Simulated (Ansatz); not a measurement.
Runs of Ansatz 0.2.0 on CuO (Tenorite). It takes space group C2/c (No. 15, monoclinic). Conventional cell: a = 4.684 Å, b = 3.423 Å, c = 5.129 Å, α = 90.00°, β = 99.54°, γ = 90.00°. Cu (site symmetry -1) has 4 O at 1.95 to 1.96 Å as nearest neighbours. O (site symmetry 2) is surrounded by 4 Cu at 1.95 to 1.96 Å. 

| task | level | cutoff (eV) | points for each segment of the path | gap on the mesh (eV) | pressure (GPa) | V0 of scaled cells (Å³/atom) | B0 (GPa) | largest force (eV/Å) |
| --- | --- | --- | --- | --- | --- | --- | --- | --- |
| equation of state | r2SCAN | 500 | - | - | - | 10.06 | 187 | - |
| band structure | r2SCAN | 500 | 14 | none | -1.3 | - | - | (a) |
| band structure | LDA | 420 | 14 | none | (b) | - | - | 0.47 |
| equation of state | LDA | 420 | - | - | - | 9.62 | 208 | - |

Alike in all rows: potentials or basis Ansatz PAW; no spin polarisation; cell as given; k mesh 10 × 10 × 5; smearing fermi-dirac 0.05 eV.

Task: Estimate the missing entries.

Result: (a) 0.29; (b) -9.6.

Caveats: the run has no spin polarisation, though such a crystal can be magnetic; the cell was scaled at fixed shape and fractional positions, which overstates the stiffness of a crystal with free parameters, most of all of layers and chains (some runs); semilocal functionals often make such compounds metallic where correlation or magnetic order opens a gap, which also shifts bond lengths (some runs); the PAW data sets come from PBE, with cores solved anew for the run's functional, which leaves a small shift of forces and pressure (some runs); the PAW data sets were made with another functional, which shifts forces and pressure a little (some runs).

A gap of «none» marks a metal or a gap under the smearing width.

Runs at the PBE level aren't shown here.
